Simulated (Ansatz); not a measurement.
This Ansatz 0.2.0 run on WS2 needs a look.

input.yaml

```yaml
crystal:
  lattice:
    - [3.1835163552, 0.0, 0.0]
    - [-1.5917581776, 2.7570060369, 0.0]
    - [0.0, 0.0, 16.95057789]
  atoms:
    - { symbol: W, position: [0.0, 0.0, 0.0] }
    - { symbol: S, position: [0.3333333333, 0.6666666667, 0.09200051] }
    - { symbol: S, position: [0.3333333333, 0.6666666667, 0.90799949] }
hamiltonian:
  xc: pbesol
  pseudopotentials: { kind: paw }
kpoints:
  mp_grid: { grid: [10, 10, 2] }
scf:
  occupations: { method: fermi_dirac, width: 0.05 }
  mixing: { algorithm: anderson, beta: 1.5, ndim: 1, preconditioner: none }
  max_iter: 75
output:
  forces: true
  stress: true
  eigenvalues: true
relax:
  f_tol: 0.01
  max_steps: 40
  cell: { stress_tol: 0.05 }
```

Potentials or basis: Ansatz PAW.

Launch:

```bash
$ ansatz run input.yaml --threads 2 --pin off --max-ram 5632MiB --backend cpu --events-out ev --progress --plain --runs-dir out
```

Output:

```text
Error: invalid value for `scf.mixing.beta`: must be finite and in (0, 1]; got 1.5
```

Q: Diagnose the run.

A: The input was rejected before any iteration. The input holds a flaw that was put in on purpose: mixing far too strong (scf.mixing = algorithm anderson, beta 1.5, ndim 1, preconditioner none).

A sound run on the same cell differs in these lines of the main input:
```diff
@@ -17,2 +16,0 @@
-  mixing: { algorithm: anderson, beta: 1.5, ndim: 1, preconditioner: none }
-  max_iter: 75
```
